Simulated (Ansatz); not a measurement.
**Convergence test, TaN**

Computed with Ansatz, DFT PBE, scalar-relativistic, plane waves, PAW.

```
CELL_PARAMETERS angstrom
3.05000 0.00000 0.00000
-1.52500 2.64138 0.00000
0.00000 0.00000 4.94000
ATOMIC_POSITIONS crystal
Ta 0.33333 0.66667 0.00000
Ta 0.66667 0.33333 0.50000
N 0.33333 0.66667 0.38500
N 0.66667 0.33333 0.88500
```

| Quantity | Value |
| --- | --- |
| Γ-centred k-mesh | 15×15×8 |
| occupation rule | Gaussian smearing, 0.1 eV |
| spin treatment | unpolarised |
| valence charge of the PAW sets | Ta 13, N 5 |

The atoms stay fixed while the plane-wave cutoff is varied. ΔE is the energy extrapolated to zero smearing, less that of the reference run (600 eV). The cell isn't necessarily relaxed at this level. Spin–orbit coupling is left out. Pressure is positive in compression and holds a correction for the finite cutoff (Pulay stress).

(1) Tried: 200, 250, 300, 350, 420, 500, 600 eV. From which plane-wave cutoff on does the energy per atom stay within 100, 10 and 1 meV of the reference?

## Answers

(1) 350 for 100 meV, 420 for 10 meV, 500 for 1 meV. The reference itself isn't shown to be converged. At 420 eV, where the energy is within 10 meV, force components already agree to within 0.001 eV/Å, where the largest force is 2.356 eV/Å.

| cutoff (eV) | ΔE (meV/atom) | P (GPa) | largest change of a force component (eV/Å) | plane waves at Γ |
| --- | --- | --- | --- | --- |
| 200 | 2336 | 154.42 | 0.035 | 251 |
| 250 | 559 | 139.49 | 0.011 | 373 |
| 300 | 144 | 137.69 | 0.002 | 463 |
| 350 | 33.5 | 137.19 | 0.003 | 591 |
| 420 | 2.89 | 137.13 | 0.000 | 785 |
| 500 | 0.41 | 137.13 | 0.000 | 1015 |
| 600 | 0.00 | 137.12 | 0.000 | 1315 |

This wurtzite form isn't the usual stable structure of the compound.